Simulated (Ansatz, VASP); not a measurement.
**Cross-check of Al2O3 between VASP and Ansatz**

Aim: how closely do two programs agree when they are given the same cell, functional and k mesh?

Main program and level: Ansatz 0.2.0; plane waves, with VASP 6.6.1 beside it; single point at PBEsol and dielectric response at LDA.

## (1) The structure

Symmetry: R-3c, No. 167, trigonal system. The conventional cell has a = 4.758 Å, b = 4.758 Å, c = 12.990 Å, α = 90.00°, β = 90.00°, γ = 120.00°. Al has 6 O at 1.85 to 1.97 Å nearest. O has 4 Al at 1.85 to 1.97 Å nearest. Farther neighbours and most contacts between anions are not listed.

## (2) VASP: single point, PBEsol

A single point gives forces, pressure and levels at one fixed geometry, so differences don't come from the geometry; what else differs is listed under the comparison.

Lines of VASP's logs that name or quote its potential files are left out, and so is its time.

File INCAR:

```
SYSTEM = Al2O3
PREC = Accurate
ENCUT = 520
EDIFF = 1E-05
NELM = 100
ISMEAR = 0
SIGMA = 0.05
LREAL = .FALSE.
ALGO = Normal
GGA = PS
NBANDS = 34
LORBIT = 11
LWAVE = .FALSE.
LCHARG = .FALSE.
KPAR = 16
```

File POSCAR:

```
Al2O3
1.0
    2.3790760000      1.3735601700      4.3299000000
   -2.3790760000      1.3735601700      4.3299000000
    0.0000000000     -2.7471203400      4.3299000000
Al O
4 6
Direct
    0.3522900000      0.3522900000      0.3522900000
    0.1477100000      0.1477100000      0.1477100000
    0.6477100000      0.6477100000      0.6477100000
    0.8522900000      0.8522900000      0.8522900000
    0.5562100000      0.9437900000      0.2500000000
    0.2500000000      0.5562100000      0.9437900000
    0.9437900000      0.2500000000      0.5562100000
    0.4437900000      0.0562100000      0.7500000000
    0.7500000000      0.4437900000      0.0562100000
    0.0562100000      0.7500000000      0.4437900000
```

File KPOINTS:

```
Automatic mesh
0
Gamma
6 6 6
0 0 0
```

Potentials, in the order of the species: Al and O (PBE family, release 64).

Started as:

```console
> mpirun -np 16 vasp_std
```

Numbers of over 12 decimals in the logs are rounded to 6 here.

What it wrote:

```text
[banner, memory and clock lines left out]
running   16 mpi-ranks, on    1 nodes
 distrk:  each k-point on    1 cores,   16 groups
 distr:  one band on    1 cores,    1 groups

 POSCAR found type information on POSCAR AlO
 POSCAR found :  2 types and      10 ions
|                                                                             |
|           W    W    AA    RRRRR   N    N  II  N    N   GGGG   !!!           |
|           W    W   A  A   R    R  NN   N  II  NN   N  G    G  !!!           |
|           W    W  A    A  R    R  N N  N  II  N N  N  G       !!!           |
|           W WW W  AAAAAA  RRRRR   N  N N  II  N  N N  G  GGG   !            |
|           WW  WW  A    A  R   R   N   NN  II  N   NN  G    G                |
|           W    W  A    A  R    R  N    N  II  N    N   GGGG   !!!           |
|                                                                             |
|     For optimal performance we recommend to set                             |
|       NCORE = 2 up to number-of-cores-per-socket                            |
|     NCORE specifies how many cores store one orbital (NPAR=cpu/NCORE).      |
|     This setting can greatly improve the performance of VASP for DFT.       |
|     The default, NCORE=1 might be grossly inefficient on modern             |
|     multi-core architectures or massively parallel machines. Do your        |
|     Unfortunately you need to use the default for GW and RPA                |
|     calculations (for HF NCORE is supported but not extensively tested      |
|     yet).                                                                   |
|                                                                             |

|                                                                             |
|               ----> ADVICE to this user running VASP <----                  |
|                                                                             |
|     You enforced a specific xc type in the INCAR file but a different       |
|     [... a line on the potential file left out ...]
|     I HOPE YOU KNOW WHAT YOU ARE DOING!                                     |
|                                                                             |

 LDA part: xc-table for (Slater+PW92), standard interpolation
 POSCAR, INCAR and KPOINTS ok, starting setup
 FFT: planning ... GRIDC
 FFT: planning ... GRID_SOFT
 FFT: planning ... GRID
 WAVECAR not read
 entering main loop
       N       E                     dE             d eps       ncg     rms          rms(c)
DAV:   1     0.223121092868E+03    0.22312E+03   -0.25437E+04  2176   0.134E+03
DAV:   2    -0.732618407467E+02   -0.29638E+03   -0.28566E+03  2792   0.290E+02
DAV:   3    -0.858340291850E+02   -0.12572E+02   -0.12526E+02  2808   0.613E+01
DAV:   4    -0.859311540115E+02   -0.97125E-01   -0.97078E-01  2688   0.622E+00
DAV:   5    -0.859323095417E+02   -0.11555E-02   -0.11554E-02  2756   0.678E-01    0.165E+01
DAV:   6    -0.787242760125E+02    0.72080E+01   -0.25938E+01  2650   0.271E+01    0.602E+00
DAV:   7    -0.786860583565E+02    0.38218E-01   -0.76797E-01  2630   0.432E+00    0.323E+00
DAV:   8    -0.786570697795E+02    0.28989E-01   -0.74545E-02  2702   0.214E+00    0.629E-01
DAV:   9    -0.786561719063E+02    0.89787E-03   -0.17382E-02  2792   0.690E-01    0.324E-01
DAV:  10    -0.786564365111E+02   -0.26460E-03   -0.48139E-04  2548   0.134E-01    0.653E-02
DAV:  11    -0.786564064555E+02    0.30056E-04   -0.24522E-04  2670   0.883E-02    0.244E-02
DAV:  12    -0.786564074989E+02   -0.10434E-05   -0.10148E-05  1624   0.205E-02
   1 F= -.78656407E+02 E0= -.78656407E+02  d E =-.376641E-19
```

From OUTCAR (step 2):

```text
ion  position               nearest neighbor table
   1  0.352  0.352  0.352-  10 1.85   8 1.85   9 1.85   5 1.97   6 1.97   7 1.97   2 2.66   3 2.79
                             3 2.79   3 2.79   2 3.22   2 3.22   2 3.22
   2  0.148  0.148  0.148-   9 1.85   8 1.85  10 1.85   5 1.97   7 1.97   6 1.97   1 2.66   4 2.79
                             4 2.79   4 2.79   1 3.22   1 3.22   1 3.22
   3  0.648  0.648  0.648-   7 1.85   5 1.85   6 1.85   8 1.97   9 1.97  10 1.97   4 2.66   1 2.79
                             1 2.79   1 2.79   4 3.22   4 3.22   4 3.22
   4  0.852  0.852  0.852-   6 1.85   5 1.85   7 1.85   8 1.97  10 1.97   9 1.97   3 2.66   2 2.79
                             2 2.79   2 2.79   3 3.22   3 3.22   3 3.22
   5  0.556  0.944  0.250-   3 1.85   4 1.85   1 1.97   2 1.97
   6  0.250  0.556  0.944-   4 1.85   3 1.85   1 1.97   2 1.97
   7  0.944  0.250  0.556-   3 1.85   4 1.85   2 1.97   1 1.97
   8  0.444  0.056  0.750-   1 1.85   2 1.85   3 1.97   4 1.97
   9  0.750  0.444  0.056-   2 1.85   1 1.85   3 1.97   4 1.97
  10  0.056  0.750  0.444-   1 1.85   2 1.85   4 1.97   3 1.97

  LATTYP: Found a trigonal (rhomboedric) cell.
 ALAT       =     5.1278362069
 COS(alpha) =     0.5694948623

 Subroutine GETGRP returns: Found 12 space group operations
 (whereof  6 operations were pure point group operations)

The static configuration has the point symmetry S_6 .
 The point group associated with its full space group is D_3d.

 Found     32 irreducible k-points:

   k-points           NKPTS =     32   k-points in BZ     NKDIM =     32   number of bands    NBANDS=     34

   dimension x,y,z NGX =    40 NGY =   40 NGZ =   40
   dimension x,y,z NGXF=    80 NGYF=   80 NGZF=   80

   ENCUT  =  520.0 eV  38.22 Ry    6.18 a.u.   9.53  9.53  9.53*2*pi/ulx,y,z

   NELECT =      48.0000    total number of electrons

 k-points in reciprocal lattice and weights: Automatic mesh
   0.00000000  0.00000000  0.00000000       0.005
   0.16666667  0.00000000  0.00000000       0.028
   0.33333333  0.00000000  0.00000000       0.028
   0.50000000  0.00000000 -0.00000000       0.014
   0.16666667  0.16666667  0.00000000       0.028
   0.33333333  0.16666667  0.00000000       0.056
   0.50000000  0.16666667  0.00000000       0.056
  -0.33333333  0.16666667 -0.00000000       0.056
  -0.16666667  0.16666667  0.00000000       0.028
[...]
-0.33333333  0.50000000  0.33333333       0.028
   0.50000000  0.50000000  0.50000000       0.005

 average (electrostatic) potential at core
       1 -71.0891       2 -71.0891       3 -71.0891       4 -71.0891       5 -67.0031
       6 -67.0031       7 -67.0031       8 -67.0031       9 -67.0031      10 -67.0031

 E-fermi :   6.3480

 k-point     1 :       0.0000    0.0000    0.0000
  band No.  band energies     occupation
    ...
     20       5.5472      2.00000
     21       5.5472      2.00000
     22       6.0131      2.00000
     23       6.0131      2.00000
     24       6.0489      2.00000
     25      12.1925      0.00000
     26      15.0424      0.00000
     27      16.7323      0.00000
     28      17.4485      0.00000
     29      17.4485      0.00000
    ...

 k-point     2 :       0.1667    0.0000    0.0000
  band No.  band energies     occupation
    ...
     20       5.1677      2.00000
     21       5.3525      2.00000
     22       5.7009      2.00000
     23       5.9722      2.00000
     24       5.9993      2.00000
     25      12.8260      0.00000
     26      15.5570      0.00000
     27      16.2812      0.00000
     28      17.1064      0.00000
     29      17.1802      0.00000
    ...

 k-point     3 :       0.3333    0.0000    0.0000
  band No.  band energies     occupation
    ...
     20       4.6724      2.00000
     21       5.1932      2.00000
     22       5.4945      2.00000
     23       5.8205      2.00000
     24       5.8634      2.00000
     25      14.1373      0.00000
     26      15.7485      0.00000
     27      16.0668      0.00000
     28      16.4791      0.00000
     29      16.8120      0.00000
    ...

  Total        1.3078991      1.3078991      0.7881609      0.0000000      0.0000000      0.0000000
  in kB       24.6830999     24.6831000     14.8744308      0.0000000      0.0000000      0.0000000
  external PRESSURE =      21.4135436 kB  Pullay stress =       0.0000000 kB

  energy-cutoff  :      520.00
  volume of cell :       84.90
      direct lattice vectors                 reciprocal lattice vectors
     2.379076000  1.373560170  4.329900000     0.210165627  0.121339181  0.076984072
    -2.379076000  1.373560170  4.329900000    -0.210165627  0.121339181  0.076984072
     0.000000000 -2.747120340  4.329900000     0.000000000 -0.242678363  0.076984072

 POSITION                                       TOTAL-FORCE (eV/Angst)
 -----------------------------------------------------------------------------------
      0.00000      0.00000      4.57614         0.000000     -0.000000     -0.069792
      0.00000      0.00000      1.91871         0.000000      0.000000      0.069792
      0.00000      0.00000      8.41356         0.000000     -0.000000      0.069792
      0.00000      0.00000     11.07099         0.000000      0.000000     -0.069792
     -0.92208      1.37356      7.57733        -0.039189     -0.000000     -0.000000
     -0.72850     -1.48533      7.57733         0.019595     -0.033939      0.000000
      1.65058      0.11177      7.57733         0.019595      0.033939      0.000000
      0.92208     -1.37356      5.41238         0.039189      0.000000     -0.000000
      0.72850      1.48533      5.41238        -0.019595      0.033939      0.000000
     -1.65058     -0.11177      5.41238        -0.019595     -0.033939      0.000000
 -----------------------------------------------------------------------------------
    total drift:                               -0.000000     -0.000000     -0.000000

  FREE ENERGIE OF THE ION-ELECTRON SYSTEM (eV)
  ---------------------------------------------------
  free  energy   TOTEN  =       -78.6564074989 eV

  energy  without entropy=      -78.6564074989  energy(sigma->0) =      -78.65640750

 total charge
# of ion       s       p       d       tot
------------------------------------------
    1        0.314   0.407   0.000   0.721
    2        0.314   0.407   0.000   0.721
    3        0.314   0.407   0.000   0.721
    4        0.314   0.407   0.000   0.721
    5        1.543   3.628   0.000   5.170
    6        1.543   3.628   0.000   5.170
    7        1.543   3.628   0.000   5.170
    8        1.543   3.628   0.000   5.170
    9        1.543   3.628   0.000   5.170
   10        1.543   3.628   0.000   5.170
--------------------------------------------------
tot         10.512  23.393   0.000  33.905

[... 3 further parts left out ...]
```

The run ends at a pressure of 2.14 GPa, with forces up to 0.070 eV/Å.

## (3) Ansatz: single point, PBEsol

Ansatz runs on its default PAW (the set named soft_2) files.

The same cell, functional, mesh and smearing now go to Ansatz, which takes its cutoff from its data sets.

File input.yaml:

```yaml
crystal:
  lattice:
    - [2.379076, 1.37356017, 4.3299]
    - [-2.379076, 1.37356017, 4.3299]
    - [0.0, -2.74712034, 4.3299]
  atoms:
    - { symbol: Al, position: [0.35229, 0.35229, 0.35229] }
    - { symbol: Al, position: [0.14771, 0.14771, 0.14771] }
    - { symbol: Al, position: [0.64771, 0.64771, 0.64771] }
    - { symbol: Al, position: [0.85229, 0.85229, 0.85229] }
    - { symbol: O, position: [0.55621, 0.94379, 0.25] }
    - { symbol: O, position: [0.25, 0.55621, 0.94379] }
    - { symbol: O, position: [0.94379, 0.25, 0.55621] }
    - { symbol: O, position: [0.44379, 0.05621, 0.75] }
    - { symbol: O, position: [0.75, 0.44379, 0.05621] }
    - { symbol: O, position: [0.05621, 0.75, 0.44379] }
hamiltonian:
  xc: pbesol
  pseudopotentials: { kind: paw }
kpoints:
  mp_grid: { grid: [6, 6, 6] }
scf:
  occupations: { method: gaussian, width: 0.05 }
  n_extra_bands: 6
output:
  forces: true
  stress: true
  eigenvalues: true
```

Started as:

```console
> ansatz run input.yaml --threads 4 --pin off --max-ram 9216MiB --backend cpu --events-out ev --progress --plain --runs-dir out
```

What it wrote:

```text
scf.n_extra_bands = 6 over 24 filled bands (N_el = 48.0): the run solves 30 bands
Engine: ansatz 0.2.0, aarch64-unknown-linux-gnu
Pseudopotentials: kind: paw
Pseudopotential: Al, paw, valence charge 3, recommended cutoff 420 eV (normal), Al.paw.azcp
Pseudopotential: O, paw, valence charge 6, recommended cutoff 420 eV (normal), O.paw.azcp
Functional definition: PBEsol
  exchange = pbesol_x
  correlation = pbesol_c
Crystal: 10 atoms, lattice volume = 84.896 Å³
Basis set: ecut = 420 eV, 1653 PW (Γ), exchange–correlation on 72×72×72 points (8 copies of the dense FFT grid, shifted against one another)
Bands: 30, of which v1, the nominal top of the filled ones, is band 24 counted from 1 (23 counted from 0)
Symmetry: 12 space group operations
Space group: R-3c (ITA 167), of the structure as read, at distance tolerance 4.4e-5 Å
k-points: 32 of 216
Non-local potential: Al, projectors of the file, l = 0: 2, l = 1: 2, l = 2: 1
Non-local potential: O, projectors of the file, l = 0: 2, l = 1: 2, l = 2: 1
PAW form: soft (Blöchl's): semilocal exchange-correlation on the pseudo side does not see the compensation charge
PAW frozen core: Al, regenerated for the run's functional, and the local potential with it (the file was generated under x = pbe(κ = 0.804, μ = 0.219515), c = pbe(β = 0.066725))
PAW frozen core: O, regenerated for the run's functional, and the local potential with it (the file was generated under x = pbe(κ = 0.804, μ = 0.219515), c = pbe(β = 0.066725))
PAW one-centre angular grid: Al, 110 points (default); XC on 64 Gauss nodes
PAW one-centre angular grid: O, 110 points (default); XC on 64 Gauss nodes
Initial density: superposition of atomic densities (neutral atoms: chi_scale 0, normalization atom), corrected by the library's trained network
Initial wavefunctions: pseudopotential atomic-orbital guess
Functional: x = pbesol(κ = 0.804, μ = 0.123457), c = pbesol(β = 0.046)
SCF iter   1: F=—  HF=-5478.894121 eV  |F-HF|=—  |Δ(HF+E_count)|=         —  Δρ=1.61e-2  dr2=1.66e-1  ethr=1.77e-3  ⟨swp⟩=8.3  Hψ=5174  notcnv=0  defer=3
preconditioner: auto → Resta (q_TF=auto, 2.481 Å⁻¹)  ε∞=3.9  [insulator: Δε(μ)=6.021 eV  Ē_g=16.405 eV  σ=0.050 eV  W_gap=1.00  n_scr=20 (ndim 8)  ℏωp=27.9 eV  f_vac=0.000  D(μ)=0.00/eV (n_scr^D=0)  ε∞_Penn≈3.9]
SCF iter   2: F=—  HF=-5478.842790 eV  |F-HF|=—  |Δ(HF+E_count)|=   5.13e-2  Δρ=2.06e-3  dr2=1.87e-3  ethr=3.45e-4  ⟨swp⟩=2.3  Hψ=1888  notcnv=0  defer=50
SCF iter   3: F=—  HF=-5478.842959 eV  |F-HF|=—  |Δ(HF+E_count)|=   1.69e-4  Δρ=1.13e-3  dr2=5.66e-4  ethr=3.90e-6  ⟨swp⟩=2.2  Hψ=1271  notcnv=0  defer=50
SCF iter   4: F=—  HF=-5478.843032 eV  |F-HF|=—  |Δ(HF+E_count)|=   7.34e-5  Δρ=8.97e-5  dr2=6.00e-6  ethr=1.18e-6  ⟨swp⟩=2.0  Hψ=1511  notcnv=0  defer=50
SCF iter   5: F=—  HF=-5478.843045 eV  |F-HF|=—  |Δ(HF+E_count)|=   1.27e-5  Δρ=2.06e-5  dr2=2.46e-7  ethr=1.25e-8  ⟨swp⟩=2.9  Hψ=1777  notcnv=0  defer=50
SCF iter   6: F=-5478.843045 eV  HF=-5478.843045 eV  |F-HF|=4.44e-9  |Δ(HF+E_count)|=   9.39e-8  Δρ=3.68e-6  dr2=1.41e-8  ethr=2.08e-10  ⟨swp⟩=11.0  Hψ=4387  notcnv=0
SCF 1 converged in 6 iterations: F = -5478.843045 eV  dr2 = 1.41e-8
  greatest PAW one-centre occupation: 0.858 electrons in one spin orbital (limit 2), on the O atom at site 8 (counted from 0), in its partial waves of l = 0
SCF converged after 6 iterations
Free energy (F): -5478.843045 eV
Harris-Foulkes:  -5478.843045 eV  (|F-HF|=4.44e-9)
Internal energy: -5478.843045 eV  (E = F + TS)
E sigma→0 (E₀):  -5478.843045 eV
Fermi energy:    10.718830 eV
--- Per-component energies (eV) ---
  E_band       = 62.092252
  E_kinetic    = 1179.959750
  E_local      = -1969.804788  (includes V_loc(G=0)·N_el)
  E_nonlocal   = 326.878081
  E_hartree    = 725.862596
  E_xc         = -606.314317
  E_vxc        = -693.215637  (∫ρ·V_xc dr)
  E_paw        = -2737.163066  (= ΣΔE_a)
  E_vpaw       = -233.464506  (= ΣTr[D̂ρ^β])
  E_aug_tail   = 0.015117  (compensation charges beyond the density's cutoff)
  E_ewald      = -2398.564702
  E_core_change = 0.288284  (= ΣΔE_core)
  E_smearing   = -0.000000  (= −TS)
  E_closure    = 0.000000  (closes the sum)
  Σ components = -5478.843045   (vs F -5478.843045, Δ=0.00e0)
--- Forces (eV/Å), atoms counted from 1 ---
  atom   1  Al    -0.00000000    -0.00000000    -0.06731771
  atom   2  Al    -0.00000000    -0.00000000     0.06731771
  atom   3  Al     0.00000000    -0.00000000     0.06731771
  atom   4  Al     0.00000000     0.00000000    -0.06731771
  atom   5  O     -0.03333563     0.00000000     0.00000000
  atom   6  O      0.01666781    -0.02886950     0.00000000
  atom   7  O      0.01666781     0.02886950    -0.00000000
  atom   8  O      0.03333563     0.00000000     0.00000000
  atom   9  O     -0.01666781     0.02886950     0.00000000
  atom  10  O     -0.01666781    -0.02886950     0.00000000
  max |Σ_I F_I| component: 2.78e-17 eV/Å
--- Stress (GPa, compression-positive) ---
        2.396017       0.000000       0.000000
        0.000000       2.396017       0.000000
        0.000000       0.000000       1.525566
  P = ⅓ Tr σ = 2.1059 GPa (21.059 kbar)
--- Band table (eV; the first three rows and the last of 32) ---
  k-point 0: bands = [... 20 lower, 7.1480, 7.6166, 7.6166, 7.6515, 13.7861, 16.6544, 18.3434, 19.0601, ... 2 higher]
  k-point 1: bands = [... 20 lower, 6.9539, 7.3023, 7.5753, 7.6021, 14.4196, 17.1667, 17.8931, 18.7088, ... 2 higher]
  k-point 2: bands = [... 20 lower, 6.7968, 7.0960, 7.4228, 7.4657, 15.7313, 17.3613, 17.6745, 18.0785, ... 2 higher]
  k-point 31: bands = [... 20 lower, 7.2741, 7.2741, 7.2741, 7.2741, 16.2237, 16.2237, 18.6122, 18.6122, ... 2 higher]
```

The job ended after 1.5 s (4 threads of Arm Neoverse V1, shared host; peak memory 0.4 GiB).

The run ends at a pressure of 2.11 GPa, with forces up to 0.067 eV/Å.

## (4) Side by side

Known differences besides the PAW data sets themselves: the cutoff is 420 eV in Ansatz and 520 eV in VASP; Ansatz makes its cores anew for this functional, VASP keeps those of its PBE data sets; VASP leaves aspherical gradient terms in its spheres out (LASPH is not set), Ansatz keeps them. Total energies have different zeros and are not compared.

Compared:

```tsv
quantity	Ansatz	VASP	difference
pressure (GPa)	2.11	2.14	-0.04
gap on the k mesh (eV)	6.135	6.144	-0.009
```

Forces (eV/Å; atoms numbered as in POSCAR):

```tsv
atom	Ansatz x, y, z	VASP x, y, z
Al1	0.000, 0.000, -0.067	0.000, 0.000, -0.070
Al2	0.000, 0.000, 0.067	0.000, 0.000, 0.070
Al3	0.000, 0.000, 0.067	0.000, 0.000, 0.070
Al4	0.000, 0.000, -0.067	0.000, 0.000, -0.070
O5	-0.033, 0.000, 0.000	-0.039, 0.000, 0.000
O6	0.017, -0.029, 0.000	0.020, -0.034, 0.000
O7	0.017, 0.029, 0.000	0.020, 0.034, 0.000
O8	0.033, 0.000, 0.000	0.039, 0.000, 0.000
O9	-0.017, 0.029, 0.000	-0.020, 0.034, 0.000
O10	-0.017, -0.029, 0.000	-0.020, -0.034, 0.000
```

The forces differ by 2.8 meV/Å r.m.s., which is 9.0 % of the r.m.s. force of 0.03 eV/Å (both taken over all components). Ansatz's pressure holds a Pulay correction of 0.94 GPa; VASP's holds none.

(Continued in part 2 of 2.)

[Lines on the potential files, build, host, timing and source positions are cut from VASP's logs without a mark.]

[Logs are printed without paths, hosts, clocks, repeated set-up lines and the standing remarks that a program may print on its own settings, such as how far it seeks lower states.]

[Hosts, paths, dates, database ids (printed as entryN), source tags and the programs' standing remarks are cut or masked in the printed files.]
